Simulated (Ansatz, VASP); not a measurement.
## Pt: VASP beside Ansatz

```
Pt
1.0
     0.00000    1.95459    1.95459
     1.95459    0.00000    1.95459
     1.95459    1.95459    0.00000
Pt
1
Direct
  0.00000 0.00000 0.00000
```

Alike in both runs: functional PBEsol; k mesh 18 × 18 × 18; occupations gaussian, width 0.1 eV; no spin polarisation.

Ansatz relaxed the structure, and its values are those at the end. VASP's run is a single point on that final structure, the one shown.

|  | VASP | Ansatz |
| --- | --- | --- |
| version | VASP 6.6.1 | Ansatz 0.2.0 |
| potentials or method | VASP PAW PBE potentials, release 64 (Pt) | scalar-relativistic, plane waves, PAW |
| plane-wave cutoff (eV) | 520 | 420 |
| valence electrons in the cell | 10 | 18 |

Ansatz gave:

| Property | Result |
| --- | --- |
| gap on the k mesh at the Fermi level (eV) | none |
| pressure (GPa) | 2.0 |

Q: Which values does VASP return?

A: gap on the k mesh at the Fermi level (eV): none; pressure (GPa): 1.6.

A gap of «none» marks a metal or a gap that the smearing closes. The two sets of potentials don't hold the same shells in valence.

Caveats: the PAW data sets were made with another functional, which shifts forces and pressure a little (VASP). The runs have no spin-orbit coupling, so splittings on Pt are missing.
